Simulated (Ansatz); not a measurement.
# TiC in Ansatz: convergence with smearing width

Crystal: TiC.

```
CELL_PARAMETERS angstrom
0.00000 2.16572 2.16572
2.16572 0.00000 2.16572
2.16572 2.16572 0.00000
ATOMIC_POSITIONS crystal
Ti 0.00000 0.00000 0.00000
C 0.50000 0.50000 0.50000
```

The cell is a database's computed one.

| Item | Value |
| --- | --- |
| Program | Ansatz 0.2.0 |
| Task | convergence study |
| Functional | r2SCAN |
| Potentials or basis | Ansatz PAW |
| Cutoff | 500 eV (not typed: the program's choice for these potentials) |
| k mesh | 9 × 9 × 9 |
| Occupations | gaussian, width 0.3 eV |
| Spin | no spin polarisation |

These are the settings of the first run; the series varies smearing width, with any setting tied to it.

Hardware: 2 threads of Intel(R) Xeon(R) 6975P-C (Granite Rapids), on a shared host.

| smearing width | energy less the tightest run, at zero smearing (meV/atom) | SCF cycles | CPU time (s) | peak memory (GiB) |
| --- | --- | --- | --- | --- |
| 0.3 eV | 0.20 | 6 | 1.1 | 0.37 |
| 0.2 eV | -0.14 | 8 | 1.4 | 0.36 |
| 0.15 eV | -0.20 | 8 | 1.1 | 0.36 |
| 0.1 eV | -0.20 | 8 | 1.1 | 0.37 |
| 0.05 eV | -0.09 | 8 | 1.3 | 0.37 |
| 0.025 eV | -0.04 | 8 | 1.2 | 0.37 |
| 0.01 eV | -0.01 | 8 | 1.2 | 0.36 |
| 0.005 eV | 0.00 | 8 | 1.3 | 0.37 |

Against the tightest run, the energy stays within 1 meV/atom from 0.3 eV on. Narrower smearing needs a denser k mesh, so at a fixed mesh the narrowest width isn't the most accurate. The tightest run that finished is the yardstick and may itself not be fully converged.
